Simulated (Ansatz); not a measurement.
This TiAl structure is the end of a relaxation. It was relaxed at this level from a Materials Project cell.

Level of theory: DFT PBE, scalar-relativistic, plane waves, PAW (Ansatz 0.2.0). Cutoff 420 eV, Γ-centred mesh, Gaussian smearing, collinear spin.

```xyz
2
Lattice="2.8822 0.0000 0.0000 -1.4411 2.4960 0.0000 0.0000 0.0000 4.6466" Properties=species:S:1:pos:R:3 pbc="T T T"
Ti    0.0000    0.0000    0.0000
Al    0.0000    1.6640    2.3233
```

Problem. What space group does it have?

Solution. P-6m2 (No. 187), with Ti and Al ordered on hcp sites. Conventional cell: a = 2.882 Å, c = 4.647 Å. Around Ti lie 6 Al at 2.86 Å and 6 Ti at 2.88 Å; around Al lie 6 Ti at 2.86 Å and 6 Al at 2.88 Å.

Problem. Is it a metal?

Solution. Yes, bands cross the Fermi level on the 24×24×12 mesh.

Problem. Which magnetic moments does it keep?

Solution. 0.00 μB per atom net, the space between the atoms included; by site: all under 0.1 μB.

The last run used collinear spin, a 24×24×12 mesh (in the run's order of axes) for its 2-atom cell and Gaussian smearing of 0.10 eV. Another magnetic order may lie lower. Symmetry constrained the relaxation, so the result can be a saddle point.
